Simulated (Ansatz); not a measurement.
Stackings of close-packed layers of Zr (one atom a layer), each relaxed to a stress under 0.05 GPa; h and k mark layers whose two neighbours have the same or different letters; energies count from the stacking AB (P6_3/mmc).

All numbers below come from DFT PBE, scalar-relativistic, plane waves, PAW in Ansatz 0.2.0.

Cutoff 420 eV, Gaussian smearing of 0.10 eV, energies at zero smearing, symmetry of each start kept, no spin polarisation.

```json
{"start": "ABC (kkk)", "atoms": "3", "k mesh": "18×18×6", "excess energy (meV/atom)": "37.8", "excess energy on a denser mesh (meV/atom)": "38.9", "spacing of like layers (Å)": "2.612", "a (Å)": "3.201", "denser mesh": "30×30×12"}
{"start": "ABAC (khkh)", "atoms": "4", "k mesh": "18×18×4", "excess energy (meV/atom)": "47.7", "excess energy on a denser mesh (meV/atom)": "47.9", "spacing of like layers (Å)": "2.606", "a (Å)": "3.220", "denser mesh": "30×30×8"}
{"start": "ABCACB (hkkhkk)", "atoms": "6", "k mesh": "18×18×3", "excess energy (meV/atom)": "41.1", "excess energy on a denser mesh (meV/atom)": "41.0", "spacing of like layers (Å)": "2.597", "a (Å)": "3.221", "denser mesh": "30×30×6"}
{"start": "ABABCBCAC (khhkhhkhh)", "atoms": "9", "k mesh": "18×18×2", "excess energy (meV/atom)": "25.4", "excess energy on a denser mesh (meV/atom)": "25.8", "spacing of like layers (Å)": "2.600", "a (Å)": "3.223", "denser mesh": "30×30×4"}
{"start": "ABABABAC (khhhhhkh)", "atoms": "8", "k mesh": "18×18×2", "excess energy (meV/atom)": "23.1", "excess energy on a denser mesh (meV/atom)": "-", "spacing of like layers (Å)": "2.594", "a (Å)": "3.227", "denser mesh": "-"}
```

A dash: not computed, or not clear enough to read.

Zero in every row: gap on the mesh (eV).

Small energy differences in metals hang on the k mesh (about 10 mJ/m² or 1 to 2 meV/atom on the mesh of the relaxation).

Cost: 5 runs of about 23 core-minutes in all, on Arm Neoverse N1 (shared hosts).